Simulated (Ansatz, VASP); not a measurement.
## Two plane-wave programs on CaO

File INCAR:

```
SYSTEM = CaO
ALGO = Normal ; EDIFF = 1E-6
ENCUT = 520 ; GGA = PE
ISIF = 2 ; ISMEAR = 0
LASPH = .True. ; LCHARG = .False.
LREAL = .False. ; LWAVE = .False.
NBANDS = 15 ; NELM = 80
PREC = Accurate ; SIGMA = 0.05
```

Contents of KPOINTS:

```
k-points
0
Gamma
  8 8 8
  0 0 0
```

Contents of POSCAR:

```
CaO
1.0
    0.0000000000      2.3632850000      2.4490000000
    2.5347150000      0.0000000000      2.4490000000
    2.5347150000      2.3632850000      0.0000000000
Ca O
1 1
Direct
    0.0000000000      0.0000000000      0.0000000000
    0.5000000000      0.5000000000      0.5000000000
```

Input for Ansatz:

```yaml
crystal:
  lattice:
    - [0.0, 2.363285, 2.449]
    - [2.534715, 0.0, 2.449]
    - [2.534715, 2.363285, 0.0]
  atoms:
    - { symbol: Ca, position: [0.0, 0.0, 0.0] }
    - { symbol: O, position: [0.5, 0.5, 0.5] }
basis:
  ecutwfc: 420
kpoints:
  mp_grid: { grid: [8, 8, 8] }
hamiltonian:
  xc: pbe
scf:
  occupations: { method: gaussian, width: 0.05 }
output:
  forces: true
  stress: true
  eigenvalues: true
```

Change from the starting cell: strain +0.0350 x Voigt [1, -1, 0, 0, 0, 0], atoms carried along.

Alike in both runs: task single point; functional PBE; k mesh 8 × 8 × 8; occupations gaussian, width 0.05 eV; no spin polarisation.

|  | VASP | Ansatz |
| --- | --- | --- |
| version | VASP 6.6.1 | Ansatz 0.2.0 |
| potentials or method | VASP PAW PBE potentials, release 64 (Ca_sv, O) | scalar-relativistic, plane waves, PAW |
| plane-wave cutoff (eV) | 520 | 420 |
| valence electrons in the cell | 16 | 16 |

Ansatz gave:

* gap on the k mesh at the Fermi level (eV): 3.49
* least direct gap on the mesh (eV): 4.01
* pressure (GPa): -3.1
* largest component of the traceless stress (GPa): 4.33

Which values does VASP return?

gap on the k mesh at the Fermi level (eV): 3.47; least direct gap on the mesh (eV): 4.00; pressure (GPa): -2.7; largest component of the traceless stress (GPa): 4.55.

With one functional, cell and mesh, what is left measures potentials, basis and numerics.

A k mesh can miss the band edges.
